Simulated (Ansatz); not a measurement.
CaF2:
```
CaF2
1.0
    0.00000     2.66275     2.66275
    2.66275     0.00000     2.66275
    2.66275     2.66275     0.00000
Ca F
1 2
Direct
  0.00000   0.00000   0.00000
  0.75000   0.75000   0.75000
  0.25000   0.25000   0.25000
```

Relaxed with LDA. Special points in fractions of this cell's reciprocal vectors: Γ (0.000, 0.000, 0.000); X (0.500, 0.000, 0.500); U (0.625, 0.250, 0.625); K (0.375, 0.375, 0.750); L (0.500, 0.500, 0.500); W (0.500, 0.250, 0.750).

List the band energies nearest the valence-band maximum at these points for the program Ansatz at the LDA level (PAW).

In eV from the valence-band maximum; about four levels below and three above (degenerate sets whole), none deeper than 8.9 eV; points with the same levels are listed once.

```json
[
 {"k": "Γ", "below": "-2.42 -2.42 -2.42 -0.27 -0.27 -0.27", "above": "7.38 9.32 9.32"},
 {"k": "X", "below": "-1.78 -1.78 -0.42 -0.42 0.00", "above": "8.08 9.88 10.42"},
 {"k": "U", "below": "-1.64 -0.74 -0.48 -0.11", "above": "8.36 10.08 10.09"},
 {"k": "L", "below": "-1.42 -1.37 -0.90 -0.90", "above": "9.59 9.59 10.16"},
 {"k": "W", "below": "-1.14 -1.14 -0.33 -0.10", "above": "8.44 10.02 10.32 10.32"}
]
```

Space group Fm-3m (fluorite). The LDA relaxation kept the symmetry of its start.

Potentials: the earlier of the program's two PAW sets. The files were generated under PBE; for other functionals the program regenerates the frozen cores, and for LDA and PBEsol the local potential too.
